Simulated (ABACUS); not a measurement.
# Al (P-1) in ABACUS: a series of runs

One crystal, Al, is run at these levels: PBEsol+D3; tasks: equation of state.

All numbers are computed with ABACUS 3.10.1; they aren't measurements. Logs are shortened: lines on timing, memory, paths and dates and some standing lists are left out, and cuts for length are marked.

## Step 1: Starting point

The typed cell holds 1 atom: a = 2.839 Å, b = 2.840 Å, c = 2.869 Å, α = 60.19°, β = 62.21°, γ = 59.49°.

## Step 2: Equation of state, PBEsol+D3, 15.57 Å³/atom (volume scaled by 0.94)

INPUT

```
INPUT_PARAMETERS
suffix              Al
calculation         scf
basis_type          lcao
pseudo_dir          ./
orbital_dir         ./
symmetry            1
dft_functional      pbesol
ecutwfc             100
pseudo_rcut         7
nspin               1
nbands              6
ks_solver           genelpa
smearing_method     fd
smearing_sigma      0.00367493
scf_thr             1e-07
scf_nmax            100
mixing_type         broyden
mixing_beta         0.7
cal_force           1
cal_stress          1
vdw_method          d3_0
out_mul             1
```

STRU

```
ATOMIC_SPECIES
Al 26.9815 Al.upf

NUMERICAL_ORBITAL
Al_confined-atom_8au_2s2p1d.orb

LATTICE_CONSTANT
1.8897261246

LATTICE_VECTORS
-0.0200376396 1.9304253325 2.0021102586
1.9617748896 0.0097628196 1.9723097994
2.0172562664 1.9561062403 -0.0457185474

ATOMIC_POSITIONS
Direct

Al
0.0
1
0.0000000000 0.0000000000 0.0000000000 1 1 1
```

KPT

```
K_POINTS
0
Gamma
8 8 8 0 0 0
```

Potentials or basis: PseudoDojo NC SR 0.4.1 PBE standard, DZP LCAO (the cutoffs set its grid).

Started as:

```sh
> OMP_NUM_THREADS=1 mpirun -np 4 abacus > log
```

running log:

```text
ABACUS v3.10.1

               Atomic-orbital Based Ab-initio Computation at UStc

 ------------------------------------------------------------------------------------

 READING GENERAL INFORMATION
                           global_out_dir = OUT.Al/
                           global_in_card = INPUT
                               pseudo_dir = ./
                              orbital_dir = ./
                                    DSIZE = 4
                                    GSIZE = 1

 READING UNITCELL INFORMATION
                                    ntype = 1
                  lattice constant (Bohr) = 1.88973
              lattice constant (Angstrom) = 1

 READING ATOM TYPE 1
                               atom label = Al
                      L=0, number of zeta = 2
                      L=1, number of zeta = 2
                      L=2, number of zeta = 1
             number of atom for this type = 1

                        TOTAL ATOM NUMBER = 1
DIRECT COORDINATES
    atom                   x                   y                   z     mag                  vx                  vy                  vz
taud_Al1            0.0000000000        0.0000000000        0.0000000000  0.0000        0.0000000000        0.0000000000        0.0000000000

                          Volume (Bohr^3) = 105.102
                             Volume (A^3) = 15.5745

 Lattice vectors: (Cartesian coordinate: in unit of a_0)
           -0.0200376            +1.93043            +2.00211
             +1.96177         +0.00976282            +1.97231
             +2.01726            +1.95611          -0.0457185
 Reciprocal vectors: (Cartesian coordinate: in unit of 2 pi/a_0)
            -0.247744           +0.261218           +0.245128
            +0.257125           -0.259261           +0.252551
            +0.243209           +0.254725            -0.24317
 The esolver type has been set to : ksdft_lcao

                PAO radial cut off (Bohr) = 7

 Read in pseudopotential file is Al.upf
                     pseudopotential type = NC
          exchange-correlation functional = PBE
                 nonlocal core correction = 1
                        valence electrons = 3
                                     lmax = 2
                           number of zeta = 2
                     number of projectors = 6
                           L of projector = 0
                           L of projector = 0
                           L of projector = 1
                           L of projector = 1
                           L of projector = 2
                           L of projector = 2
 XC functional updated to : pbesol
          exchange-correlation functional = PBESOL
     initial pseudo atomic orbital number = 4

 SETUP THE ELECTRONS NUMBER
            electron number of element Al = 3
      total electron number of element Al = 3
            AUTOSET number of electrons:  = 3
                           occupied bands = 2
                                   NLOCAL = 13
                                   NBANDS = 6
                                   NBANDS = 6
                                   NLOCAL = 13

 SETUP THE PLANE WAVE BASIS
 energy cutoff for charge/potential (unit:Ry) = 400
            fft grid for charge/potential = [ 36, 36, 36 ]
                        fft grid division = [ 3, 3, 3 ]
        big fft grid for charge/potential = [ 12, 12, 12 ]
                                     nbxx = 432
                                     nrxx = 11664

 SETUP PLANE WAVES FOR CHARGE/POTENTIAL
                    number of plane waves = 14197
                         number of sticks = 753

 PARALLEL PW FOR CHARGE/POTENTIAL
     PROC   COLUMNS(POT)             PW
        1            188           3549
        2            188           3549
        3            188           3550
        4            189           3549
 --------------- sum -------------------
        4            753          14197
                            number of |g| = 3187
                                  max |g| = 36.1811
                                  min |g| = 0

----------- Double Check Mixing Parameters Begin ------------
mixing_type: broyden
mixing_beta: 0.7
mixing_gg0: 1
mixing_gg0_min: 0.1
mixing_ndim: 8
----------- Double Check Mixing Parameters End ------------

 LATTICE VECTORS: (CARTESIAN COORDINATE: IN UNIT OF A0)
           -0.0200376            +1.93043            +2.00211
[... 53 lines left out ...]
                             BRAVAIS TYPE = 14
                     BRAVAIS LATTICE NAME = 14. Triclinic cell
                                    ibrav = 14
                       right hand lattice = 1
(for k-lattice: )
                             BRAVAIS TYPE = 14
                     BRAVAIS LATTICE NAME = 14. Triclinic cell
                                    ibrav = 14
                       right hand lattice = 1
                        ROTATION MATRICES = 2
                               nkstot_ibz = 260
K-POINTS REDUCTION ACCORDING TO SYMMETRY
     IBZ    DIRECT_X    DIRECT_Y    DIRECT_Z  WEIGHT  ibz2bz
       1  0.00000000  0.00000000  0.00000000  0.0020       0
       2  0.12500000  0.00000000  0.00000000  0.0039       1
       3  0.25000000  0.00000000  0.00000000  0.0039       2
       4  0.37500000  0.00000000  0.00000000  0.0039       3
       5  0.50000000  0.00000000  0.00000000  0.0020       4
       6  0.00000000  0.12500000  0.00000000  0.0039       8
[... 22 lines left out ...]
      29 -0.12500000  0.37500000  0.00000000  0.0039      31
      30  0.00000000  0.50000000  0.00000000  0.0020      32
[... 230 further k points ...]

                               nkstot now = 260
[... K-POINTS DIRECT COORDINATES: 260 rows ...]

           k-point number in this process = 260
       minimum distributed K point number = 260
[... stars of the k points ...]

[... K-POINTS CARTESIAN COORDINATES: 260 rows ...]

[... K-POINTS DIRECT COORDINATES: 260 rows ...]

 SETUP PLANE WAVES FOR WAVE FUNCTIONS
     energy cutoff for wavefunc (unit:Ry) = 100
              fft grid for wave functions = [ 36, 36, 36 ]
                    number of plane waves = 2459
                         number of sticks = 241

 PARALLEL PW FOR WAVE FUNCTIONS
     PROC   COLUMNS(POT)             PW
        1             60            615
        2             61            615
        3             60            615
        4             60            614
 --------------- sum -------------------
        4            241           2459

 SET NONLOCAL PSEUDOPOTENTIAL PROJECTORS
 max number of nonlocal projetors among all species is 6

 -------------------------------------------
 SELF-CONSISTENT
 -------------------------------------------

DFT-D3 Dispersion correction parameters autoset
----------------------------------
 Parameters  Original   Autoset
----------------------------------
         s6    default     1.0000
         s8    default     0.6120
         a1    default     1.3450
         a2    default     1.0000
----------------------------------
XC functional: pbesol

 SETUP SEARCHING RADIUS FOR PROGRAM TO SEARCH ADJACENT ATOMS
                  longest orb rcut (Bohr) = 8
   longest nonlocal projector rcut (Bohr) = 1.78
                     search radius (Bohr) = 19.6
              searching radius is (Bohr)) = 19.6
         searching radius unit is (Bohr)) = 1.89
                         PeriodicBoundary = 1
                        Radius(unit:lat0) = 10.4
                                   glayer = [ 6, 6, 6 ]
                             glayer_minus = [ 5, 5, 5 ]

Find the coordinate range of the input atom(unit:lat0).
                                  min_tau = [ -20, -19.5, -20.1 ]
                                  max_tau = [ 20, 19.5, 20.1 ]
                                BoxNumber = [ 11, 11, 11 ]

 SETUP EXTENDED REAL SPACE GRID FOR GRID INTEGRATION
                          real space grid = [ 36, 36, 36 ]
                 big cell numbers in grid = [ 12, 12, 12 ]
             meshcell numbers in big cell = [ 3, 3, 3 ]
                        extended fft grid = [ 23, 23, 22 ]
                dimension of extened grid = [ 59, 59, 57 ]
                            UnitCellTotal = 125
              Atom number in sub-FFT-grid = 1
    Local orbitals number in sub-FFT-grid = 13
                                ParaV.nnr = 12201
                                 init_chg = atomic

 LCAO ALGORITHM --------------- ION=   1  ELEC=   1--------------------------------

 Density error is 0.100660671655
----------------------------------------------------------
     Energy           Rydberg                 eV
----------------------------------------------------------
 E_KohnSham     -4.6355690305        -63.0701522867
 E_Harris       -4.6150259940        -62.7906499359
 E_Fermi        0.6231312413         8.4781354836
----------------------------------------------------------
[... 58 lines left out ...]
 Density error is 1.19063905461e-08
----------------------------------------------------------
     Energy           Rydberg                 eV
----------------------------------------------------------
 E_KohnSham     -4.6353445889        -63.0670986026
 E_KS(sigma->0) -4.6352512038        -63.0658280329
 E_Harris       -4.6353445872        -63.0670985799
 E_band         0.8699742643         11.8366071080
 E_one_elec     3.0674097280         41.7342504015
 E_Hartree      0.0081793926         0.1112863457
 E_xc           -2.1933842601        -29.8425238405
 E_Ewald        -5.5071670775        -74.9288520924
 E_entropy(-TS) -0.0001867702        -0.0025411395
 E_descf        0.0000000000         0.0000000000
 E_vdwD3        -0.0101956017        -0.1387182774
 E_exx          0.0000000000         0.0000000000
 E_Fermi        0.6219954413         8.4626821316
----------------------------------------------------------

 charge density convergence is achieved
 final etot is -63.067098603 eV
 EFERMI = 8.4626821316 eV

 STATE ENERGY(eV) AND OCCUPATIONS    NSPIN == 1
 1/260 kpoint (Cartesian) = 0.0000 0.0000 0.0000 (449 pws)
       1       -2.98511     0.00390625
       2        20.7174        0.00000
       3        21.7545        0.00000
       4        22.0616        0.00000
       5        22.7767        0.00000
       6        23.6468        0.00000
[... 33 lines left out ...]
 6/260 kpoint (Cartesian) = 0.032141 -0.032408 0.031569 (449 pws)
       1       -2.56093     0.00781250
       2        17.8833    1.16466e-84
       3        19.8326        0.00000
       4        20.8358        0.00000
       5        24.2743        0.00000
       6        24.9749        0.00000

[... levels at 254 further k points ...]

 correction force for each atom along direction 1 is 2.80833e-16
 correction force for each atom along direction 2 is 3.42495e-15
 correction force for each atom along direction 3 is 5.77049e-16
------------------------------------------------------------------------------------------
 TOTAL-FORCE (eV/Angstrom)
------------------------------------------------------------------------------------------
                       Al1         0.0000000000         0.0000000000         0.0000000000
------------------------------------------------------------------------------------------

----------------------------------------------------------------
 TOTAL-STRESS (KBAR)
----------------------------------------------------------------
        25.9920470677       -12.3294539465         6.0661759963
       -12.3294539465        55.5528109595        -1.6992945194
         6.0661759963        -1.6992945194        14.2699841979
----------------------------------------------------------------
 TOTAL-PRESSURE: 31.938281 KBAR

 --------------------------------------------
 !FINAL_ETOT_IS -63.0670986026421545 eV
 --------------------------------------------
```

Run time: 7.7 s. Hardware: 4 MPI ranks of Intel Xeon Platinum 8375C at 2.90GHz (Ice Lake), shared host; peak memory 0.36 GiB.

What came out:

```yaml
Free_energy: -63.0671 eV
Pressure: 3.2 GPa
Band_gap_on_the_k_mesh: none (metal or under the smearing width)
Dispersion_energy_per_atom: -0.139 eV
```

Caveat: the atomic orbitals were generated for these runs and aren't a published set; the potentials were made for another functional, which shifts forces and pressure; the basis of atomic orbitals isn't converged, which shifts pressures, moduli and gaps; pairwise dispersion overbinds metals, which lowers pressure and volume.

## Step 3: Equation of state, PBEsol+D3, 16.24 Å³/atom (volume scaled by 0.98)

INPUT is that of step 2.

STRU

```
ATOMIC_SPECIES
Al 26.9815 Al.upf

NUMERICAL_ORBITAL
Al_confined-atom_8au_2s2p1d.orb

LATTICE_CONSTANT
1.8897261246

LATTICE_VECTORS
-0.0203179226 1.9574277854 2.0301154278
1.9892158546 0.0098993803 1.9998981249
2.0454732952 1.9834679132 -0.0463580504

ATOMIC_POSITIONS
Direct

Al
0.0
1
0.0000000000 0.0000000000 0.0000000000 1 1 1
```

KPT is that of step 2.

Potentials or basis: PseudoDojo NC SR 0.4.1 PBE standard, DZP LCAO (the cutoffs set its grid).

Started as:

```sh
> OMP_NUM_THREADS=1 mpirun -np 4 abacus > log
```

Wall time 6.5 s (4 MPI ranks of Intel Xeon Platinum 8375C at 2.90GHz (Ice Lake), shared host); peak memory 0.36 GiB.

It converged, with:

| Item | Value |
| --- | --- |
| Free energy | -63.0719 eV |
| Pressure | -0.7 GPa |
| Band gap on the k mesh | none (metal or under the smearing width) |
| Dispersion energy per atom | -0.132 eV |

Caveat: the atomic orbitals were generated for these runs and aren't a published set; the potentials were made for another functional, which shifts forces and pressure; the basis of atomic orbitals isn't converged, which shifts pressures, moduli and gaps; pairwise dispersion overbinds metals, which lowers pressure and volume.

## Step 4: Equation of state, PBEsol+D3, 16.90 Å³/atom (volume scaled by 1.02)

INPUT is that of step 3.

STRU

```
ATOMIC_SPECIES
Al 26.9815 Al.upf

NUMERICAL_ORBITAL
Al_confined-atom_8au_2s2p1d.orb

LATTICE_CONSTANT
1.8897261246

LATTICE_VECTORS
-0.0205906789 1.9837051194 2.0573685513
2.0159199251 0.0100322737 2.0267455987
2.0729325892 2.0100948209 -0.0469803804

ATOMIC_POSITIONS
Direct

Al
0.0
1
0.0000000000 0.0000000000 0.0000000000 1 1 1
```

KPT is that of step 3.

Started as:

```sh
> OMP_NUM_THREADS=1 mpirun -np 4 abacus > log
```

Wall time 6.2 s (4 MPI ranks of Intel Xeon Platinum 8375C at 2.90GHz (Ice Lake), shared host); peak memory 0.36 GiB.

It converged, with:

```yaml
Free_energy: -63.0621 eV
Pressure: -3.9 GPa
Band_gap_on_the_k_mesh: none (metal or under the smearing width)
Dispersion_energy_per_atom: -0.125 eV
```

Caveat: the atomic orbitals were generated for these runs and aren't a published set; the potentials were made for another functional, which shifts forces and pressure; the basis of atomic orbitals isn't converged, which shifts pressures, moduli and gaps; pairwise dispersion overbinds metals, which lowers pressure and volume.

## Step 5: Equation of state, PBEsol+D3, 17.56 Å³/atom (volume scaled by 1.06)

INPUT is that of step 4.

STRU

```
ATOMIC_SPECIES
Al 26.9815 Al.upf

NUMERICAL_ORBITAL
Al_confined-atom_8au_2s2p1d.orb

LATTICE_CONSTANT
1.8897261246

LATTICE_VECTORS
-0.0208563944 2.0093041379 2.0839181706
2.0419346643 0.0101617367 2.0529000395
2.0996830570 2.0360343893 -0.0475866457

ATOMIC_POSITIONS
Direct

Al
0.0
1
0.0000000000 0.0000000000 0.0000000000 1 1 1
```

KPT is that of step 4.

Started as:

```sh
> OMP_NUM_THREADS=1 mpirun -np 4 abacus > log
```

Wall time 5.8 s (4 MPI ranks of Intel Xeon Platinum 8375C at 2.90GHz (Ice Lake), shared host); peak memory 0.36 GiB.

The run converged. Its results:

```yaml
Free_energy: -63.0408 eV
Pressure: -6.3 GPa
Band_gap_on_the_k_mesh: none (metal or under the smearing width)
Dispersion_energy_per_atom: -0.119 eV
```

Caveat: the atomic orbitals were generated for these runs and aren't a published set; the potentials were made for another functional, which shifts forces and pressure; the basis of atomic orbitals isn't converged, which shifts pressures, moduli and gaps; pairwise dispersion overbinds metals, which lowers pressure and volume.

## Step 6: Equation of state, PBEsol+D3

Potentials or basis: PseudoDojo NC SR 0.4.1 PBE standard, DZP LCAO (the cutoffs set its grid).

This step only gathers the single runs of the series.

What came out:

| Item | Value |
| --- | --- |
| Equilibrium volume | 16.10 Å³/atom |
| Bulk modulus at fixed shape and positions | 89 GPa |
| Pressure derivative of the bulk modulus | 4.6 (rough: it moves with the points fitted) |

Energy against volume, from the lowest point:
```csv
volume (Å³/atom),energy (meV/atom)
15.574,4.77
16.237,0.00
16.900,9.78
17.563,31.11
```

Caveat: the atomic orbitals were generated for these runs and aren't a published set; the cell was scaled at fixed shape and fractional positions, which overstates the stiffness of a crystal with free parameters, most of all of layers and chains; the potentials were made for another functional, which shifts forces and pressure; the basis of atomic orbitals isn't converged, which shifts pressures, moduli and gaps.
